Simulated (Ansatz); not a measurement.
# TiCo (Pm-3m) in Ansatz: reference runs

How does TiCo come out in PBE? The cell is run as given and disturbed.

Everything below comes from runs of Ansatz 0.2.0. Logs are shortened: lines on timing, memory, paths and dates and some standing lists are left out, and cuts for length are marked.

## (1) Starting point

It takes space group Pm-3m (No. 221, cubic). The conventional cell has a = 2.986 Å, b = 2.986 Å, c = 2.986 Å, α = 90.00°, β = 90.00°, γ = 90.00°. Co (site symmetry m-3m) is surrounded by 8 Ti at 2.59 Å. Ti (site symmetry m-3m) has 8 Co at 2.59 Å as nearest neighbours.

The cell comes from a database or a generator and needn't be the stable form of this composition.

## (2) Single point, PBE, collinear spin, ferromagnetic start

Input file input.yaml:

```yaml
crystal:
  lattice:
    - [2.98611099, 0.0, 0.0]
    - [0.0, 2.98611099, 0.0]
    - [0.0, 0.0, 2.98611099]
  atoms:
    - { symbol: Co, position: [0.5, 0.5, 0.5], spin: 2.0 }
    - { symbol: Ti, position: [0.0, 0.0, 0.0], spin: 1.0 }
kpoints:
  mp_grid: { grid: [9, 9, 9] }
scf:
  occupations: { method: fermi_dirac, width: 0.05 }
hamiltonian:
  xc: pbe
  pseudopotentials: { kind: all_electron, lapw: { basis_error: 0.001 } }
magnetization:
  spin_polarized: true
output:
  forces: true
  stress: true
  eigenvalues: true
  populations: true
```

Potentials or basis: all-electron LAPW, scalar-relativistic.

Run with:

```sh
ansatz run input.yaml --threads 2 --pin off --max-ram 6144MiB --backend cpu --events-out ev --progress --plain --runs-dir out
```

The log of the run:

```text
Warning: RAYON_NUM_THREADS=2 ignored (pool sized by the plan → 2); use --threads N
Co: projections on atomic orbitals take those of the free atom 1s2 2s2 2p6 3s2 3p6 3d7 4s2, of charge +0.00 (hamiltonian.pseudopotentials.projection_atoms)
Ti: projections on atomic orbitals take those of the free atom 1s2 2s2 2p6 3s2 3p6 3d2 4s2, of charge +0.00 (hamiltonian.pseudopotentials.projection_atoms)
LAPW: plane waves up to 8.563 Å⁻¹, error target 1.0e-3 eV per atom; small_component_spin mean_spin; Ti in spheres of 1.288 Å, 12 of its electrons in bands, Dirac shells []; Co in spheres of 1.298 Å, 17 of its electrons in bands, Dirac shells [] (how accurate: hamiltonian.pseudopotentials.lapw.basis_error, Limitations)
Engine: ansatz 0.2.0, x86_64-unknown-linux-gnu
Pseudopotentials: kind: all_electron
Pseudopotential: Co, LAPW, valence charge 17, lapw/all_electron/scalar/gaussian/Co, Koelling and Harmon's equation, gaussian nucleus
Pseudopotential: Ti, LAPW, valence charge 12, lapw/all_electron/scalar/gaussian/Ti, Koelling and Harmon's equation, gaussian nucleus
Functional definition: PBE
  parameter kappa = 0.804
  parameter beta = 0.06672455060314922
  exchange = pbe_x(kappa = kappa, mu = beta*pi^2/3)
  correlation = pbe_c(beta = beta)
Crystal: 2 atoms, lattice volume = 26.627 Å³
Basis set: ecut = 279.3723131713068 eV, 257 PW (Γ), exchange–correlation at level 2
Bands: 20, of which v1, the nominal top of the filled ones, is band 15 counted from 1 (14 counted from 0)
Symmetry: 48 space group operations
Space group: Pm-3m (ITA 221), of the structure as read, at distance tolerance 3.0e-5 Å
Magnetic group: BNS 221.92 (UNI 1594), of the structure as read, at distance tolerance 3.0e-5 Å
k-points: 35 of 729
Non-local potential: Co, projectors of the file, none
Non-local potential: Ti, projectors of the file, none
Initial density: superposition of atomic densities (chi_scale 0.1, normalization cell)
Starting moments: Σ|m| = 3 μB on 2 of 2 sites
Initial wavefunctions: plane waves of lowest kinetic energy (no species holds an atomic orbital)
Functional: x = pbe(κ = 0.804, μ = 0.2195149727645171), c = pbe(β = 0.06672455060314922)
iter 1 solved again at ethr=2.75e-3 eV; its pass at ethr=1.00e-1 eV (dr2=7.96e-1 eV) is discarded
SCF iter   1: F=—  HF=-61151.876714 eV  |F-HF|=—  |Δ(HF+E_count)|=         —  Δρ=5.10e-2 (↑4.97e-2 ↓5.10e-2)  dr2=7.97e-1  dr2_m=5.07e-1  M=0.846 μB ∫|m|=0.881 μB  β_m=0.30  ethr=2.75e-3  ⟨swp⟩=2.0  Hψ=9538  notcnv=0
Mixer restart at iter 1: flushing history
preconditioner: auto → none  [metal: Δε(μ)=0.003 eV  Ē_g=4.957 eV  σ=0.050 eV  W_gap=0.02  n_scr=6 (ndim 8)  ℏωp=25.9 eV  f_vac=0.000  D(μ)=2.26/eV (n_scr^D=26)  sad-step TF]
SCF iter   2: F=—  HF=-61151.718193 eV  |F-HF|=—  |Δ(HF+E_count)|=   1.59e-1  Δρ=3.37e-2 (↑3.37e-2 ↓3.26e-2)  dr2=1.83e-1  dr2_m=2.42e-1  M=0.850 μB ∫|m|=0.919 μB  β_m=0.54  ethr=2.75e-3  ⟨swp⟩=2.1  Hψ=4344  notcnv=0
SCF iter   3: F=—  HF=-61151.929428 eV  |F-HF|=—  |Δ(HF+E_count)|=   2.11e-1  Δρ=2.75e-2 (↑1.94e-2 ↓2.75e-2)  dr2=7.99e-1  dr2_m=3.44e-2  M=0.605 μB ∫|m|=0.732 μB  β_m=0.43  ethr=6.30e-4  ⟨swp⟩=2.9  Hψ=4519  notcnv=0
iter 4 solved again at ethr=1.65e-5 eV; its pass at ethr=6.30e-4 eV (dr2=4.80e-3 eV) is discarded
SCF iter   4: F=—  HF=-61151.714466 eV  |F-HF|=—  |Δ(HF+E_count)|=   2.15e-1  Δρ=4.63e-3 (↑2.51e-3 ↓4.63e-3)  dr2=4.81e-3  dr2_m=1.36e-3  M=0.789 μB ∫|m|=0.953 μB  β_m=0.40  ethr=1.65e-5  ⟨swp⟩=2.0  Hψ=7289  notcnv=0
SCF iter   5: F=—  HF=-61151.718874 eV  |F-HF|=—  |Δ(HF+E_count)|=         —  Δρ=2.74e-3 (↑1.75e-3 ↓2.74e-3)  dr2=7.43e-4  dr2_m=9.35e-4  M=0.786 μB ∫|m|=0.958 μB  β_m=0.70  ethr=1.65e-5  ⟨swp⟩=2.8  Hψ=4147  notcnv=0
the basis was enlarged: its passes take 1.8 MiB over the memory plan, 2 of 2 planned eigensolver slots
SCF iter   6: F=—  HF=-61151.725687 eV  |F-HF|=—  |Δ(HF+E_count)|=   6.81e-3  Δρ=1.49e-3 (↑6.29e-4 ↓1.49e-3)  dr2=2.92e-4  dr2_m=2.60e-4  M=0.819 μB ∫|m|=1.014 μB  β_m=0.85  ethr=2.56e-6  ⟨swp⟩=3.0  Hψ=4403  notcnv=0
SCF iter   7: F=—  HF=-61151.726466 eV  |F-HF|=—  |Δ(HF+E_count)|=   7.79e-4  Δρ=3.87e-4 (↑3.87e-4 ↓1.16e-4)  dr2=4.43e-5  dr2_m=1.36e-5  M=0.829 μB ∫|m|=1.051 μB  β_m=0.93  ethr=1.01e-6  ⟨swp⟩=2.9  Hψ=4295  notcnv=0
SCF iter   8: F=—  HF=-61151.726507 eV  |F-HF|=—  |Δ(HF+E_count)|=   4.06e-5  Δρ=1.40e-4 (↑8.34e-5 ↓1.40e-4)  dr2=1.30e-5  dr2_m=1.47e-6  M=0.833 μB ∫|m|=1.067 μB  β_m=0.96  ethr=1.53e-7  ⟨swp⟩=2.9  Hψ=4156  notcnv=0
SCF iter   9: F=—  HF=-61151.726515 eV  |F-HF|=—  |Δ(HF+E_count)|=   7.84e-6  Δρ=1.68e-5 (↑1.04e-5 ↓1.68e-5)  dr2=3.47e-8  dr2_m=4.28e-8  M=0.832 μB ∫|m|=1.066 μB  β_m=0.93  ethr=4.47e-8  ⟨swp⟩=2.1  Hψ=4002  notcnv=0
SCF iter  10: F=—  HF=-61151.726515 eV  |F-HF|=—  |Δ(HF+E_count)|=   1.83e-7  Δρ=2.51e-6 (↑2.39e-6 ↓2.51e-6)  dr2=7.95e-9  dr2_m=3.55e-10  M=0.832 μB ∫|m|=1.066 μB  β_m=0.97  ethr=1.20e-10  ⟨swp⟩=3.0  Hψ=4426  notcnv=0
SCF iter  11: F=-61151.726515 eV  HF=-61151.726515 eV  |F-HF|=1.66e-9  |Δ(HF+E_count)|=   1.56e-8  Δρ=1.10e-6 (↑1.10e-6 ↓8.18e-7)  dr2=2.51e-10  dr2_m=1.82e-10  M=0.832 μB ∫|m|=1.066 μB  ethr=2.74e-11  ⟨swp⟩=3.0  Hψ=4104  notcnv=0
SCF 1 converged in 11 iterations: F = -61151.726515 eV  dr2 = 2.51e-10
SCF converged after 11 iterations
Magnetization: 0.8321 μB (14.9160 up, 14.0840 down)
Absolute magnetization: 1.0655 μB (∫|ρ↑−ρ↓|)
Spin contamination: 0.0764 ħ² per cell (⟨S²⟩ above its minimum at these occupations)
Per-site moments (μB) at R_I (Å): [(0.93812415054437, 1.2978001104551247), (-0.04297708843241921, 1.2882478268696573)]
Free energy (F): -61151.726515 eV
Harris-Foulkes:  -61151.726515 eV  (|F-HF|=1.66e-9)
Internal energy: -61151.710038 eV  (E = F + TS)
E sigma→0 (E₀):  -61151.718276 eV
Entropy (-TS):   -0.016477 eV (-8.239 meV/atom)
Fermi energy:    17.101639 eV
--- Per-component energies (eV) ---
  E_band       = -392.434272
  E_kinetic    = 61939.800820
  E_xc         = -2772.871065
  E_electrostatic = -120318.639794  (all electrons and nuclei)
  E_smearing   = -0.016477  (= −TS)
  E_closure    = 0.000000  (closes the sum)
  E_atoms      = -61135.910313  (free atoms, spherical and without spin; not in F)
  Σ components = -61151.726515   (vs F -61151.726515, Δ=0.00e0)
  Basis errors (estimates in eV, not in F): energy 2.1e-4 per atom: plane waves 1.7e-4 (8.7e-5 summed), levels above the bands 1.1e-67, relativity 4.5e-9, radial functions 4.1e-5, core shells 7.1e-7; eigenvalues (radial functions only) 1.7e-6; not estimated: angular momenta, meshes, grids; target (lapw.basis_error) 1.0e-3; muffin-tin radii Ti 1.288 Å, Co 1.298 Å
--- Forces (eV/Å), atoms counted from 1 ---
  atom   1  Co    -0.00000000     0.00000000    -0.00000000
  atom   2  Ti    -0.00000000    -0.00000000     0.00000000
  max |Σ_I F_I| component: 6.05e-30 eV/Å
--- Stress (GPa, compression-positive) ---
       -0.493160      -0.000000       0.000000
       -0.000000      -0.493160       0.000000
        0.000000       0.000000      -0.493160
  P = ⅓ Tr σ = -0.4932 GPa (-4.932 kbar)
--- Band table (eV; the first three rows and the last of 70) ---
  k-point 0 ↑: bands = ["-78.6472", "-41.9124", "-41.9124", "-41.9124", "-40.0040", "-16.1147", "-16.1147", "-16.1147", "9.3734", "12.8849", "12.8849", "15.2185", "15.2185", "15.2185", "17.5739", "17.5739", "19.7755", "19.7755", "19.7755", "25.9564"]
  k-point 1 ↑: bands = ["-78.6470", "-41.9162", "-41.9122", "-41.9122", "-39.9990", "-16.1506", "-16.1122", "-16.1122", "9.6167", "12.9801", "12.9903", "15.2004", "15.2004", "15.2567", "17.4693", "17.6127", "19.4588", "19.4588", "19.7277", "24.8686"]
  k-point 2 ↑: bands = ["-78.6466", "-41.9258", "-41.9116", "-41.9116", "-39.9864", "-16.2405", "-16.1059", "-16.1059", "10.3141", "13.2460", "13.2476", "15.1596", "15.1596", "15.3573", "17.1773", "17.6266", "18.7904", "18.7904", "19.6026", "22.9374"]
  k-point 34 ↓: bands = ["-77.5287", "-40.8447", "-40.8446", "-40.8446", "-39.9321", "-16.3534", "-16.3534", "-16.3534", "14.5558", "14.7133", "14.7133", "14.9849", "15.0368", "15.0368", "17.1984", "17.1984", "20.0824", "20.0824", "23.9434", "24.5801"]
--- Löwdin populations: 2 sites ---
  site symbol       q [e]    m [muB]
     0     Co     26.7831     0.9301
     1     Ti     21.8771    -0.0519
  spilling = 0.006934 (of n_electrons = 49.000000)
```

It took 32 s on 2 threads of Intel Xeon at 2.50GHz (Skylake/Cascade Lake), shared host; peak memory 0.44 GiB.

Results:

| Item | Value |
| --- | --- |
| Free energy | -61151.7265 eV |
| Pressure | -0.5 GPa |
| Band gap on the k mesh | none (metal or under the smearing width) |
| Net moment | 0.83 μB per cell |
| Absolute moment | 1.07 μB per cell |
| Site moments | Co +0.94; Ti -0.04 μB |

## (3) Single point, PBE, collinear spin, ferromagnetic start (atoms moved at random, drawn with an rms of 0.05 Å)

input.yaml, as its differences from that of step 2:

```diff
@@ -6,4 +6,4 @@
   atoms:
-    - { symbol: Co, position: [0.5, 0.5, 0.5], spin: 2.0 }
-    - { symbol: Ti, position: [0.0, 0.0, 0.0], spin: 1.0 }
+    - { symbol: Co, position: [0.505521, 0.502271, 0.496601], spin: 2.0 }
+    - { symbol: Ti, position: [0.004793, -0.008548, -0.003604], spin: 1.0 }
 kpoints:
```

Potentials or basis: all-electron LAPW, scalar-relativistic.

Run with:

```sh
ansatz run input.yaml --threads 2 --pin off --max-ram 6144MiB --backend cpu --events-out ev --progress --plain --runs-dir out
```

The log of the run:

```text
Warning: RAYON_NUM_THREADS=2 ignored (pool sized by the plan → 2); use --threads N
Co: projections on atomic orbitals take those of the free atom 1s2 2s2 2p6 3s2 3p6 3d7 4s2, of charge +0.00 (hamiltonian.pseudopotentials.projection_atoms)
Ti: projections on atomic orbitals take those of the free atom 1s2 2s2 2p6 3s2 3p6 3d2 4s2, of charge +0.00 (hamiltonian.pseudopotentials.projection_atoms)
LAPW: plane waves up to 8.632 Å⁻¹, error target 1.0e-3 eV per atom; small_component_spin mean_spin; Ti in spheres of 1.277 Å, 12 of its electrons in bands, Dirac shells []; Co in spheres of 1.289 Å, 17 of its electrons in bands, Dirac shells [] (how accurate: hamiltonian.pseudopotentials.lapw.basis_error, Limitations)
Engine: ansatz 0.2.0, x86_64-unknown-linux-gnu
Pseudopotentials: kind: all_electron
Pseudopotential: Co, LAPW, valence charge 17, lapw/all_electron/scalar/gaussian/Co, Koelling and Harmon's equation, gaussian nucleus
Pseudopotential: Ti, LAPW, valence charge 12, lapw/all_electron/scalar/gaussian/Ti, Koelling and Harmon's equation, gaussian nucleus
Functional definition: PBE
  parameter kappa = 0.804
[... 60 lines left out ...]
       -0.431747       0.002303       0.000043
        0.002303      -0.459104       0.000648
        0.000043       0.000648      -0.431633
  P = ⅓ Tr σ = -0.4408 GPa (-4.408 kbar)
--- Band table (eV; the first three rows and the last of 730) ---
  k-point 0 ↑: bands = ["-78.6467", "-41.9121", "-41.9121", "-41.9119", "-40.0038", "-16.1147", "-16.1146", "-16.1146", "9.3737", "12.8832", "12.8868", "15.2162", "15.2197", "15.2197", "17.5681", "17.5762", "19.7738", "19.7738", "19.7767", "25.9570"]
  k-point 1 ↑: bands = ["-78.6466", "-41.9159", "-41.9118", "-41.9116", "-39.9988", "-16.1504", "-16.1122", "-16.1121", "9.6170", "12.9805", "12.9898", "15.1980", "15.2015", "15.2576", "17.4653", "17.6131", "19.4594", "19.4599", "19.7264", "24.8687"]
  k-point 2 ↑: bands = ["-78.6461", "-41.9255", "-41.9112", "-41.9110", "-39.9861", "-16.2403", "-16.1059", "-16.1057", "10.3145", "13.2451", "13.2477", "15.1571", "15.1599", "15.3573", "17.1737", "17.6268", "18.7919", "18.7952", "19.6027", "22.9373"]
  k-point 364 ↓: bands = ["-77.5319", "-40.8684", "-40.8276", "-40.8263", "-39.9620", "-16.4150", "-16.1399", "-16.1396", "12.8056", "13.7881", "14.9939", "15.3022", "15.5824", "15.7566", "17.0363", "17.5566", "17.8483", "18.7485", "19.4503", "21.0675"]
--- Löwdin populations: 2 sites ---
  site symbol       q [e]    m [muB]
     0     Co     26.7832     0.9291
     1     Ti     21.8773    -0.0508
  spilling = 0.006930 (of n_electrons = 49.000000)
```

populations.tsv:

```text
# site	symbol	l	j	q_up	q_dn
# orbitals = lowdin
# n_electrons = 49.000000
# spilling = 0.006930
# projection_atom_Co: 1s2 2s2 2p6 3s2 3p6 3d7 4s2
# projection_atom_Ti: 1s2 2s2 2p6 3s2 3p6 3d2 4s2
0	Co	0_1S	-	0.999990	0.999990
0	Co	0_2S	-	0.999485	0.999492
0	Co	0_3S	-	0.987798	0.988060
0	Co	0_4S	-	0.477611	0.456522
0	Co	1_2P	-	2.999994	2.999994
0	Co	1_3P	-	2.997778	2.997670
0	Co	2_3D	-	4.393477	3.485303
1	Ti	0_1S	-	0.999990	0.999990
1	Ti	0_2S	-	0.999413	0.999408
1	Ti	0_3S	-	0.983989	0.983844
1	Ti	0_4S	-	0.458352	0.463780
1	Ti	1_2P	-	2.999993	2.999993
1	Ti	1_3P	-	2.996737	2.997034
1	Ti	2_3D	-	1.474765	1.519971
```

Run time: 4.9 min. Hardware: 2 threads of Intel Xeon at 2.50GHz (Skylake/Cascade Lake), shared host; peak memory 1.2 GiB.

Results:

- Free energy: -61151.7238 eV
- Pressure: -0.4 GPa
- Largest force: 0.165 eV/Å
- Band gap on the k mesh: none (metal or under the smearing width)
- Net moment: 0.83 μB per cell
- Absolute moment: 1.06 μB per cell
- Site moments: Co +0.94; Ti -0.04 μB

Forces on the atoms (eV/Å):
```
Co  -0.011 -0.164 -0.003
Ti   0.011  0.164  0.003
```

Levels at points of the mesh, in eV from the Fermi level:
Spin up:
```csv
k point,band 12,band 13,band 14,band 15,band 16,band 17,band 18,band 19
"(0.00, 0.00, 0.00)",-1.89,-1.88,-1.88,0.47,0.47,2.67,2.67,2.68
```
Spin down:
| k point | band 10 | band 11 | band 12 | band 13 | band 14 | band 15 | band 16 | band 17 | band 18 | band 19 |
| --- | --- | --- | --- | --- | --- | --- | --- | --- | --- | --- |
| (0.00, 0.00, 0.00) | -3.55 | -3.54 | -1.35 | -1.35 | -1.35 | 1.03 | 1.04 | 2.77 | 2.77 | 2.77 |
